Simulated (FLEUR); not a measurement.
GaN:

```
CELL_PARAMETERS angstrom
0.00000 2.25350 2.25350
2.25350 0.00000 2.25350
2.25350 2.25350 0.00000
ATOMIC_POSITIONS crystal
Ga 0.00000 0.00000 0.00000
N 0.25000 0.25000 0.25000
```

The cell is a database's computed one.

Base run:

* Program: FLEUR MaX-R8.1 (later development tree)
* Functional: SCAN
* Potentials or basis: all-electron
* Basis: FLAPW
* Kmax: 5.05 1/bohr
* k mesh: 10 × 10 × 10
* Occupations: fermi-dirac, width 0.05 eV
* Spin: no spin polarisation

Its results: band gap on the k mesh 2.06 eV, direct.

Q: The run is repeated on the same cell with these changes: functional from SCAN to BLYP. What comes out?

A: Band gap on the k mesh 1.83 eV, direct.

SCAN gives the wider gap, since meta-GGAs in the generalised Kohn-Sham scheme recover part of the derivative discontinuity.

Caveats: the meta-GGA is that of a development version, with a GGA for the radial functions and cores and without core tails (some runs).

Not every run made on this cell is shown here.
